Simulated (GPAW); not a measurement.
# As K-edge XANES of zinc-blende (GaAs)₁₋ₓ(AlAs)ₓ at x = 0

What does the As K edge look like in zinc-blende (GaAs)₁₋ₓ(AlAs)ₓ at x = 0?

Calculated with GPAW 26.7.0; X-ray absorption from dipole matrix elements to empty bands, plane-wave PAW PBE.

### 1. Set-up

The structure is cubic, space group F-43m (No. 216). Conventional cell: a = 5.653 Å, b = 5.653 Å, c = 5.653 Å, α = 90.00°, β = 90.00°, γ = 90.00°. Nearest to Ga lie 4 As at 2.45 Å. Nearest to As lie 4 Ga at 2.45 Å. 16-atom zinc-blende cell, 0 of 8 Ga sites taken by Al at random, lattice constants typed for the ends and interpolated (Vegard). Farther neighbours are not listed.

Coordinates:

```cif
data_structure
_symmetry_space_group_name_H-M 'F-43m'
_symmetry_Int_Tables_number 216
_cell_length_a 5.6530
_cell_length_b 5.6530
_cell_length_c 5.6530
_cell_angle_alpha 90.000
_cell_angle_beta 90.000
_cell_angle_gamma 90.000
_cell_volume 180.65
loop_
_atom_site_label
_atom_site_type_symbol
_atom_site_symmetry_multiplicity
_atom_site_Wyckoff_symbol
_atom_site_fract_x
_atom_site_fract_y
_atom_site_fract_z
_atom_site_occupancy
Ga1 Ga 4 a 0.00000 0.00000 0.00000 1
As1 As 4 c 0.25000 0.75000 0.75000 1
```

### 2. Ground state of the crystal

The ground state comes first: it tells whether the system has a gap, which decides how the excited electron is treated.

scf.py reads:

```python
import numpy as np
from ase import Atoms
from ase.parallel import parprint, paropen
from gpaw import GPAW, PW, FermiDirac, Mixer, MixerDif, setup_paths
from gpaw.test import gen
setup_paths.insert(0, '.')
gen('As', name='nch1s', xcname='PBE', corehole=(1, 0, 0), write_xml=True)
from gpaw.mpi import world
world.barrier()

atoms = Atoms('GaAsGaAsGaAsGaAsGaAsGaAsGaAsGaAs',
    cell=[[0, 5.653, 5.653],
     [5.653, 0, 5.653],
     [5.653, 5.653, 0]],
    scaled_positions=[[0, 0, 0],
     [0.125, 0.125, 0.125],
     [0, 0, 0.5],
     [0.125, 0.125, 0.625],
     [0, 0.5, 0],
     [0.125, 0.625, 0.125],
     [1, 0.5, 0.5],
     [0.125, 0.625, 0.625],
     [0.5, 0, 0],
     [0.625, 0.125, 0.125],
     [0.5, 1, 0.5],
     [0.625, 0.125, 0.625],
     [0.5, 0.5, 0],
     [0.625, 0.625, 0.125],
     [0.5, 0.5, 0.5],
     [0.625, 0.625, 0.625]],
    pbc=True)
atoms.calc = calc = GPAW(legacy_gpaw=True, mode=PW(400, force_complex_dtype=True), xc='PBE', setups={1: 'nch1s'},
    kpts={'size': (4, 4, 4), 'gamma': True}, occupations=FermiDirac(0.05),
    charge=0, mixer=Mixer(0.1, 5, 50), maxiter=150,
    convergence={'density': 0.0001, 'eigenstates': 1e-6}, txt='scf.txt')
energy = atoms.get_potential_energy() + calc.get_reference_energy()
ef = calc.get_fermi_level()
out = dict(energy=energy, fermi=ef, forces=atoms.get_forces().tolist())
parprint(f'all-electron energy {energy:.4f} eV, Fermi level {ef:.4f} eV')
ev = np.array([[calc.get_eigenvalues(k, s) for k in range(len(calc.get_ibz_k_points()))] for s in range(calc.get_number_of_spins())])
out['homo'], out['lumo'], out['counts'] = ev[ev < ef].max(), ev[ev > ef].min(), sorted(set((ev < ef).sum((0, 2)).tolist()))
out['filled'] = (ev[:, 0] < ef).sum(1).tolist()
import json
with paropen('out.json', 'w') as f:
    json.dump(out, f)
```

On the command line:

```console
> OMP_NUM_THREADS=1 mpirun -n 4 gpaw python scf.py
```

Numbers of over 12 decimals in the logs are rounded to 6 here.

Log:

```text
Input parameters:
  convergence: {density: 0.0001,
                eigenstates: 1e-06}
  kpts: {gamma: True,
         size: (4, 4, 4)}
  maxiter: 150
  mixer: {backend: pulay,
          beta: 0.1,
          method: separate,
          nmaxold: 5,
          weight: 50}
  mode: {ecut: 400.0,
         force_complex_dtype: True,
         name: pw}
  occupations: {fixmagmom: False,
                name: fermi-dirac,
                width: 0.05}
  setups: {1: nch1s}
  xc: PBE

Initialize ...

[... PAW data sets ...]

Reference energy: -915101.161843  # eV

Spin-paired calculation

[... convergence settings ...]
Symmetries present (total): 6
  [... symmetry matrices ...]

64 k-points: 4 x 4 x 4 Monkhorst-Pack grid + [1/8,1/8,1/8]
13 k-points in the irreducible part of the Brillouin zone
       k-points in crystal coordinates                weights
   0:     0.00000000    0.00000000    0.00000000          1/64
   1:     0.25000000    0.00000000   -0.25000000          6/64
   2:     0.25000000    0.00000000    0.00000000          6/64
   3:     0.25000000    0.25000000   -0.25000000          6/64
   4:     0.25000000    0.25000000    0.00000000          6/64
   5:     0.25000000    0.25000000    0.25000000          2/64
   6:     0.50000000    0.00000000    0.00000000          3/64
   7:     0.50000000    0.25000000   -0.25000000          6/64
   8:     0.50000000    0.25000000    0.00000000         12/64
   9:     0.50000000    0.25000000    0.25000000          6/64
          ...
  12:     0.50000000    0.50000000    0.50000000          1/64

Wave functions: Plane wave expansion
  Cutoff energy: 400.000 eV
  Number of coefficients (min, max): 6486, 6620
  Pulay-stress correction: 0.000000 eV/Ang^3 (de/decut=0.000000)
  Using FFTW library
  Wavefunction extrapolation:
    Improved wavefunction reuse through dual PAW basis

Occupation numbers: Fermi-Dirac:
  width: 0.0500  # eV

Eigensolver
   Davidson(niter=2)

Densities:
  Coarse grid: 40*40*40 grid
  Fine grid: 80*80*80 grid
  Total Charge: 0.000000

Density mixing:
  Method: separate
  Backend: pulay
  Linear mixing parameter: 0.1
  old densities: 5
  Width of damping distribution: 1.1
  Damping of long wavelength oscillations: 50

[... Hamiltonian set-up ...]
Number of atoms: 16
Number of atomic orbitals: 64
Number of bands in calculation: 43
Number of valence electrons: 64
Bands to converge: occupied

... initialized

Initializing position-dependent things.

Density initialized from atomic densities
Creating initial wave functions:
  43 bands from LCAO basis set

                           Ga
                                Ga
                             As

                    As
                         Ga
                      As
                Ga
             As             As
                   As
         Ga
                    As
              Ga
            As
                Ga
       Ga

Atomic positions and initial magnetic moments

Positions:
   0 Ga     0.000000    0.000000    0.000000    ( 0.0000,  0.0000,  0.0000)
   1 As     1.413250    1.413250    1.413250    ( 0.0000,  0.0000,  0.0000)
   2 Ga     2.826500    2.826500    0.000000    ( 0.0000,  0.0000,  0.0000)
   3 As     4.239750    4.239750    1.413250    ( 0.0000,  0.0000,  0.0000)
   4 Ga     2.826500    0.000000    2.826500    ( 0.0000,  0.0000,  0.0000)
   5 As     4.239750    1.413250    4.239750    ( 0.0000,  0.0000,  0.0000)
   6 Ga     5.653000    8.479500    8.479500    ( 0.0000,  0.0000,  0.0000)
[...]
13 As     4.239750    4.239750    7.066250    ( 0.0000,  0.0000,  0.0000)
  14 Ga     5.653000    5.653000    5.653000    ( 0.0000,  0.0000,  0.0000)
  15 As     7.066250    7.066250    7.066250    ( 0.0000,  0.0000,  0.0000)

Unit cell:
           periodic     x           y           z      points  spacing
  1. axis:    yes    0.000000    5.653000    5.653000    40     0.1632
  2. axis:    yes    5.653000    0.000000    5.653000    40     0.1632
  3. axis:    yes    5.653000    5.653000    0.000000    40     0.1632

  Lengths:   7.994549   7.994549   7.994549
  Angles:   60.000000  60.000000  60.000000

Effective grid spacing dv^(1/3) = 0.1781

iter:   1   -66.501344
iter:   2   -66.250660   -2.36  -0.86
iter:   3   -65.887248   -1.67  -0.92
iter:   4   -65.854816   -3.22  -1.40
iter:   5   -65.847854   -2.43  -1.51
iter:   6   -65.820558   -3.55  -1.86
iter:   7   -65.833286c  -3.32  -2.41
iter:   8   -65.819222c  -3.66  -2.04
iter:   9   -65.819410c  -4.80  -3.43
iter:  10   -65.819288c  -5.93  -3.05
iter:  11   -65.819305c  -7.20c -3.55
iter:  12   -65.819298c  -6.98c -3.64
iter:  13   -65.819298c  -8.34c -4.25c

Converged after 13 iterations.

Dipole moment: (-27.383046, -27.383046, -27.383046) |e|*Ang

Energy contributions relative to reference atoms: (reference = -915101.161843)

Kinetic:       +216.233980
Potential:     -191.262267
External:        +0.000000
XC:             -90.935265
Entropy (-ST):   -0.000108
Local:           +0.144309
SIC:             +0.000000
--------------------------
Free energy:    -65.819352
Extrapolated:   -65.819298

Showing only first 2 kpts
 Kpt  Band  Eigenvalues  Occupancy
  0    30      4.92509    1.99693
  0    31      4.92509    1.99693
  0    32      5.51480    0.00978
  0    33      5.97146    0.00000

  1    30      3.56321    2.00000
  1    31      4.64819    1.99999
  1    32      6.90976    0.00000
  1    33      7.22214    0.00000

Fermi level: 5.24903

Gap: 0.590 eV
Transition (v -> c):
  (s=0, k=0, n=31, [0.00, 0.00, 0.00]) -> (s=0, k=0, n=32, [0.00, 0.00, 0.00])
No difference between direct/indirect transitions

Forces in eV/Ang:
  0 Ga    0.00003    0.00003    0.00003
  1 As    0.00011    0.00011    0.00011
  2 Ga   -0.00003   -0.00003    0.00003
  3 As   -0.00010   -0.00010    0.00007
  4 Ga   -0.00003    0.00003   -0.00003
  5 As   -0.00010    0.00007   -0.00010
  6 Ga    0.00006   -0.00005   -0.00005
[...]
13 As   -0.00010   -0.00010    0.00015
 14 Ga    0.00006    0.00006    0.00006
 15 As    0.00011    0.00011    0.00011
Scalar-relativistic atomic PBE calculation for As (Arsenic, Z=33)
Core hole in 1s state (1s occupation: 2.0)
600 radial gridpoints.
|------------------------------------------------|
|------------------------------------------------|
[... the atom generator's iteration count ...]

Energy contributions:
-------------------------
Kinetic:    +2302.762658
XC:           -83.595879
Potential:  -4479.359419
-------------------------
Total:      -2260.192640

state      eigenvalue         ekin         rmax
-----------------------------------------------
1s^2.0 :  -430.411635   551.249601        0.030
2s^2.0 :   -54.613586   106.674080        0.170
2p^6.0 :   -47.910665   103.785672        0.136
3s^2.0 :    -6.990179    24.693859        0.522
3p^6.0 :    -4.913004    22.195959        0.521
3d^10.0:    -1.493755    17.032069        0.477
4s^2.0 :    -0.532368     3.019714        1.617
4p^3.0 :    -0.190938     1.759224        1.985
-----------------------------------------------
(units: Bohr and Hartree)

Generating PAW setup
Kinetic energy of the core from tauc = 2318.288972329017
Cutoffs:
rc(s)=2.000
rc(p)=2.000
rc(d)=2.000
rc(vbar)=1.800
rc(comp)=2.000
rc(nct)=2.000

Kinetic energy of the core states: 2291.445558
Charge: 0.0
Core electrons: 28.0
Valence electrons: 5.0
Pseudo-core charge: 1.207321
Shape function alpha=2.500
Pseudo-electron charge 6.663542
state    eigenvalue         norm
--------------------------------
4s(2) :    -0.532368     1.194216
*s    :     0.467632
4p(3) :    -0.190938     1.022597
*p    :     0.809062
*d    :     0.000000
--------------------------------

Diagonalizing with gridspacing h=0.050

state   all-electron     PAW
-------------------------------
4s:      -0.532368    -0.532674
4p:      -0.190938    -0.191179
*d:                    0.035724
*f:                    0.070513
-------------------------------
all-electron energy -915166.9811 eV, Fermi level 5.2490 eV
```

Wall time 68 s (4 MPI ranks of Intel Xeon at 2.50GHz (Skylake/Cascade Lake), shared host); peak memory 0.32 GiB.

The mesh shows a gap of 0.59 eV. The excited electron is kept all the same, so that all members of the series, with or without a gap, are treated alike.

### 3. Cell without a hole, the energy reference

The photon energy needs a difference of total energies, so the cell and mesh of the coming hole run are first run without a hole.

scf.py: that of step 2 with these lines changed.

```diff
@@ -20,3 +20,3 @@
      [0.125, 0.625, 0.125],
-     [1, 0.5, 0.5],
+     [0, 0.5, 0.5],
      [0.125, 0.625, 0.625],
@@ -24,3 +24,3 @@
      [0.625, 0.125, 0.125],
-     [0.5, 1, 0.5],
+     [0.5, 0, 0.5],
      [0.625, 0.125, 0.625],
@@ -32,3 +32,3 @@
 atoms.calc = calc = GPAW(legacy_gpaw=True, mode=PW(400, force_complex_dtype=True), xc='PBE', setups={1: 'nch1s'},
-    kpts={'size': (4, 4, 4), 'gamma': True}, occupations=FermiDirac(0.05),
+    kpts={'size': (3, 3, 3), 'gamma': True}, occupations=FermiDirac(0.02),
     charge=0, mixer=Mixer(0.1, 5, 50), maxiter=150,
```

Log:

```text
Input parameters:
  convergence: {density: 0.0001,
                eigenstates: 1e-06}
  kpts: {gamma: True,
         size: (3, 3, 3)}
  maxiter: 150
  mixer: {backend: pulay,
          beta: 0.1,
          method: separate,
          nmaxold: 5,
          weight: 50}
  mode: {ecut: 400.0,
         force_complex_dtype: True,
         name: pw}
  occupations: {fixmagmom: False,
                name: fermi-dirac,
[...]
4s(2) :    -0.532368     1.194216
*s    :     0.467632
4p(3) :    -0.190938     1.022597
*p    :     0.809062
*d    :     0.000000
--------------------------------

Diagonalizing with gridspacing h=0.050

state   all-electron     PAW
-------------------------------
4s:      -0.532368    -0.532674
4p:      -0.190938    -0.191179
*d:                    0.035724
*f:                    0.070513
-------------------------------
all-electron energy -915166.8223 eV, Fermi level 5.2374 eV
[key lines of the parts left out:]
Converged after 15 iterations.
Dipole moment: (-27.335627, -27.335627, -27.335627) |e|*Ang
Free energy:    -65.660490
Fermi level: 5.23738
```

It took 43 s on 4 MPI ranks; peak memory 0.26 GiB; 2.9 min of CPU time.

Reference energy: -915166.822 eV with the cores included.

(Part 1 of 2 ends here.)

[Banner, clock and machine lines of the logs are left out without a mark of their own.]

[Logs are printed without paths, hosts, clocks, repeated set-up lines and the standing remarks that a program may print on its own settings, such as how far it seeks lower states.]

[Hosts, paths, dates, database ids (printed as entryN), source tags and the programs' standing remarks are cut or masked in the printed files.]

[Lists of maxima count a maximum above −3 eV only where it reaches 4 % of the highest in the window and stands out from its surroundings by 2 % of it (1.5 % where it reaches 55 %); shoulders and weaker maxima are passed over, and of the rest the first, up to two pre-edge ones and the few strongest are named.]
